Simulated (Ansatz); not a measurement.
# MoS2 (R3m) in Ansatz: a series of runs, part 2 of 2

Ansatz 0.2.0. Earlier steps stand in the parts before.

## Step 5: Relaxation of cell and atoms, r2SCAN+U

The input, input.yaml:

```yaml
crystal:
  lattice:
    - [1.58, 0.9122134253, 6.15]
    - [-1.58, 0.9122134253, 6.15]
    - [0.0, -1.8244268506, 6.15]
  atoms:
    - { symbol: Mo, position: [0.0, 0.0, 0.0] }
    - { symbol: S, position: [0.417, 0.417, 0.417] }
    - { symbol: S, position: [0.25, 0.25, 0.25] }
hamiltonian:
  xc: r2scan
  pseudopotentials: { kind: paw }
  hubbard: { sites: [{ species: Mo, l: d, u_eff: 3.0 }] }
kpoints:
  mp_grid: { grid: [10, 10, 10] }
scf:
  occupations: { method: fermi_dirac, width: 0.05 }
output:
  forces: true
  stress: true
  eigenvalues: true
relax:
  f_tol: 0.01
  max_steps: 40
  cell: { stress_tol: 0.05 }
```

Potentials or basis: Ansatz PAW.

Run with:

```sh
$ ansatz run input.yaml --threads 2 --pin off --max-ram 5632MiB --backend cpu --events-out ev --progress --plain --runs-dir out
```

Log:

```text
Warning: RAYON_NUM_THREADS=2 ignored (pool sized by the plan → 2); use --threads N
basis.fft_grid_basis auto: the FFT boxes are laid along the combinations [[1, 0, -1], [0, 1, -1], [0, 0, 1]] of the cell's own vectors, 3.160, 3.160 and 6.415 Å long. The dense box has 24×24×48 points. Along the cell's own vectors, as sized, it would have 48×48×48, 4.00 times as many. Of the 6 symmetry operations that the crystal satisfies within crystal.symmetry.tolerance (time reversal apart; of a slab, those that keep its plane) the dense box along the cell's own vectors carries 6, and the one as laid loses 4 of those. basis.fft_grid_basis: typed keeps the cell's own vectors: state it where this run's energies or levels are differenced outside the engine with another run's, or held beside a run that keeps those vectors.
Mo: projections on atomic orbitals take those of the free atom [Ar 3d10] 4s2 4p6 4d5 5s1, of charge +0.00 (hamiltonian.pseudopotentials.projection_atoms); the dataset's partial waves leave at most 6.0e-6 of an orbital's norm unspanned inside its sphere
S: projections on atomic orbitals take those of the free atom [Ne] 3s2 3p4, of charge +0.00 (hamiltonian.pseudopotentials.projection_atoms); the dataset's partial waves leave at most 1.6e-7 of an orbital's norm unspanned inside its sphere
Engine: ansatz 0.2.0, aarch64-unknown-linux-gnu
Pseudopotentials: kind: paw
Pseudopotential: Mo, paw, valence charge 14, recommended cutoff 500 eV (meta_gga), Mo.paw.azcp
Pseudopotential: S, paw, valence charge 6, recommended cutoff 500 eV (meta_gga), S.paw.azcp
[... 156 lines left out ...]
  k-point 2: bands = ["-53.7199", "-27.0813", "-27.0717", "-26.9644", "-5.1842", "-3.9704", "3.4060", "5.2564", "5.9815", "6.7443", "6.8185", "8.2115", "8.3987", "11.2126", "11.7663", "12.2581", "12.8484"]
  k-point 115: bands = ["-53.7347", "-27.1096", "-26.9328", "-26.9328", "-5.6325", "-4.4035", "3.4389", "6.2159", "6.2159", "6.5001", "7.5130", "7.5130", "9.4937", "12.1048", "12.1048", "12.2225", "12.2225"]
Occupation matrices written to <dir>
--- Relaxed structure (6 steps of the walk, 6 accepted, 1 SCFs on fresh bases) ---
  F+E_penalty+E_count = -6778.44656474 eV   max|allowed force component| = 1.970e-3 eV/Å   (the final SCF, on the basis selected at the relaxed cell)
  cell:  # Å, volume = 57.0813 Å³
    - [1.5932943385560077, 0.919888915263617, 6.4909898534180615]
    - [-1.5932943385560077, 0.919888915263617, 6.4909898534180615]
    - [3.34755922655931e-33, -1.839777830527234, 6.4909898534180615]
  atoms:
    - { symbol: Mo, position: [0.00010646575543742315, 0.00010646575543742315, 0.00010646575543742311] }
    - { symbol: S, position: [0.4131220624232829, 0.4131220624232829, 0.4131220624232829] }
    - { symbol: S, position: [0.2537714718212795, 0.2537714718212795, 0.2537714718212795] }
```

occupation_matrices:

```text
# The occupation matrices of the corrected shells as a run of Ansatz 0.0.0 ended. An entry of
# hamiltonian.hubbard.sites starts from them by `starting_ns: <path of this file>`, where that key's refused
# combinations let it.
# Free energy -6778.446565 eV.
# projection_atom_Mo: [Ar 3d10] 4s2 4p6 4d5 5s1
# projection_atom_S: [Ne] 3s2 3p4
format: ansatz-occupation-matrices/1
state: converged
spin: unpolarized
projectors: all-electron-ortho-atomic
projection_frame: null
lattice: # Å
  - [1.5932943385560077, 0.919888915263617, 6.4909898534180615]
  - [-1.5932943385560077, 0.919888915263617, 6.4909898534180615]
  - [3.34755922655931e-33, -1.839777830527234, 6.4909898534180615]
atoms: # fractions of the lattice vectors
  - {symbol: Mo, position: [0.00010646575543742315, 0.00010646575543742315, 0.00010646575543742311]}
  - {symbol: S, position: [0.4131220624232829, 0.4131220624232829, 0.4131220624232829]}
  - {symbol: S, position: [0.2537714718212795, 0.2537714718212795, 0.2537714718212795]}
sites: # a site counts the atoms from 0
  - {site: 0, l: d, shell: 4, starting_ns: [{spin: up, occupation_matrix: site0_d}]} # 5.138 electrons, filled orbitals 0
occupation_matrices: # on the real harmonics m = 0, +1, -1, ... of the Cartesian axes; of spinors up first
  site0_d:
    matrix:
      - [0.6028337308830869, 5.421010862427522e-20, 3.0357660829594124e-18, 4.753142324176451e-16, 1.734723475976807e-18]
      - [-5.421010862427522e-20, 0.4586533744184486, 5.421010862427522e-20, 0.0, -0.00014522908119680926]
      - [3.2526065174565133e-18, 5.421010862427522e-20, 0.45865337441844917, -0.0001452290811968411, 0.0]
      - [4.753142324176451e-16, 5.421010862427522e-20, -0.00014522908119684122, 0.5245329487798175, 0.0]
      - [0.0, -0.00014522908119680915, 0.0, 0.0, 0.5245329487798174]
```

Run time: 85 s. Hardware: 2 threads of Arm Neoverse V2, shared host; peak memory 0.67 GiB.

Results:

| Property | Result |
| --- | --- |
| Free energy | -6778.4466 eV |
| Relaxed volume | 19.03 Å³/atom |
| Relaxed cell | a = 6.747 Å, b = 6.747 Å, c = 6.747 Å, α = 27.32°, β = 27.32°, γ = 27.32° |
| Space group after relaxing (to 0.05 Å) | R3m (No. 160) |
| Energy gained by relaxing | 9.4 meV/atom |
| Ionic steps | 7 |
| Pressure after relaxing | 0.0 GPa |
| Band gap on the k mesh | 1.21 eV, indirect (least direct gap 1.86 eV) |

The path:
| step | energy change (eV) | largest force (eV/Å) | volume (Å³) |
| --- | --- | --- | --- |
| 1 | 0.0000 | 0.3545 | 53.18 |
| 2 | -0.0129 | 0.2533 | 57.50 |
| 3 | -0.0266 | 0.0501 | 56.55 |
| 4 | -0.0272 | 0.0032 | 56.69 |
| 5 | -0.0273 | 0.0055 | 56.93 |
| 6 | -0.0273 | 0.0019 | 57.08 |
| 7 | -0.0282 | 0.0020 | 57.08 |

Final structure:
```
Mo S
1.0
     1.59329    0.91989    6.49099
    -1.59329    0.91989    6.49099
     0.00000   -1.83978    6.49099
Mo S
1 2
Direct
  0.00011 0.00011 0.00011
  0.41312 0.41312 0.41312
  0.25377 0.25377 0.25377
```

Eigenvalues of the final occupation matrices:
| site | spin | trace | eigenvalues |
| --- | --- | --- | --- |
| site 1 | 1 | 2.57 | 0.46 0.46 0.52 0.52 0.60 |

Caveat: the plane-wave basis is chosen anew once the cell has moved, so the energies of steps on either side of that aren't comparable; the PAW data sets come from PBE, with cores solved anew for the run's functional, which leaves a small shift of forces and pressure. A k mesh can miss the band edges.

## Step 6: Overview

| level | U | hubbard projectors | double counting | gap on the mesh (eV) | pressure (GPa) | relaxed volume (Å³/atom) |
| --- | --- | --- | --- | --- | --- | --- |
| r2SCAN | - | - | - | 1.27 | 0.0 | 19.02 |
| r2SCAN+U | Mo d U = 1 eV | ortho-atomic (the default) | fll (the default) | 1.26 | 0.0 | 19.02 |
| r2SCAN+U | Mo d U = 2 eV | ortho-atomic (the default) | fll (the default) | 1.24 | 0.0 | 19.02 |
| r2SCAN+U | Mo d U = 3 eV | ortho-atomic (the default) | fll (the default) | 1.21 | 0.0 | 19.03 |

Alike in all rows: task relaxation of cell and atoms; potentials or basis Ansatz PAW; no spin polarisation; cell relaxed; k mesh 10 × 10 × 10; cutoff (eV) 500; smearing fermi-dirac 0.05 eV.

Caveats: the plane-wave basis is chosen anew once the cell has moved, so the energies of steps on either side of that aren't comparable; the PAW data sets come from PBE, with cores solved anew for the run's functional, which leaves a small shift of forces and pressure.

Total energies depend on the potentials used, so only differences within one code and one set of settings carry meaning.
